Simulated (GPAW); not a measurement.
Set up this calculation in GPAW 26.7.0, as an ASE script.

| Item | Value |
| --- | --- |
| Task | single point |
| Functional | LDA |
| Potentials or basis | the program's PAW data sets (release 1.2.1) made for this functional |
| Cutoff | 650 eV |
| Basis | pw |
| k mesh | 9 × 9 × 9 |
| Occupations | fermi-dirac, width 0.05 eV |
| Spin | collinear spin, ferromagnetic start |
| Starting moments | [3.0, 0.0] μB |
| Maxiter | 120 |
| Convergence | default |

Crystal: CoO.

```
Co O
1.0
     1.50547    0.86918    2.43993
    -1.50547    0.86918    2.43993
     0.00000   -1.73837    2.43993
Co O
1 1
Direct
  0.00000 0.00000 0.00000
  0.50000 0.50000 0.50000
```

The cell is a database's computed one.

The input as run:

run.py

```python
from ase import Atoms
from ase.dft.bandgap import bandgap
from ase.io import write
from ase.units import GPa
from gpaw import GPAW, PW

atoms = Atoms(['Co', 'O'],
              cell=[[1.5054695445, 0.8691832468, 2.4399269062],
                    [-1.5054695445, 0.8691832468, 2.4399269062],
                    [0.0, -1.7383664936, 2.4399269062]],
              scaled_positions=[[0.0, 0.0, 0.0],
                                [0.5, 0.5, 0.5]],
              pbc=True)
atoms.set_initial_magnetic_moments([3.0, 0.0])

calc = GPAW(mode=PW(650),
            xc='LDA',
            kpts={'size': (9, 9, 9), 'gamma': True},
            occupations={'name': 'fermi-dirac', 'width': 0.05},
            nbands=17,
            maxiter=120,
            txt='gpaw.txt')
atoms.calc = calc
energy = atoms.get_potential_energy()
forces = atoms.get_forces()
stress = atoms.get_stress()
calc.write('gs.gpw')
write('result.traj', atoms)
print(f'Energy: {energy:.6f} eV')
print('Forces (eV/A):')
print(forces.round(4))
print('Stress (GPa):', (stress / GPa).round(3))
print('Moments:', calc.get_magnetic_moments().round(3))
print('Fermi level:', round(calc.get_fermi_level(), 4), 'eV')
print(f'Gap: {bandgap(calc)[0]:.4f} eV, direct: {bandgap(calc, direct=True)[0]:.4f} eV')
```

Potentials or basis: the program's PAW data sets (release 1.2.1) made for this functional, pw.

Command:

```bash
$ OMP_NUM_THREADS=1 python run.py
```

It gave:

```json
{
 "Pressure": "-19.7 GPa",
 "Band gap on the k mesh": "none (metal or under the smearing width)",
 "Net moment": "2.80 μB per cell",
 "Site moments": "Co +2.40; O +0.23 μB"
}
```

Caveat: the cutoff is short for stress and forces, so pressures can be off by a GPa or more; so large a pressure means that the cell lies far from this level's equilibrium, or that cutoff or potentials fall short; a cell with one magnetic atom can't hold antiferromagnetic order, which such compounds often take; semilocal functionals often make such compounds metallic where correlation or magnetic order opens a gap, which also shifts bond lengths.

Wall time 75 s on 1 thread of Intel(R) Xeon(R) Platinum 8259CL CPU @ 2.50GHz (Skylake/Cascade Lake), with other jobs on the host, peak memory 0.18 GiB.
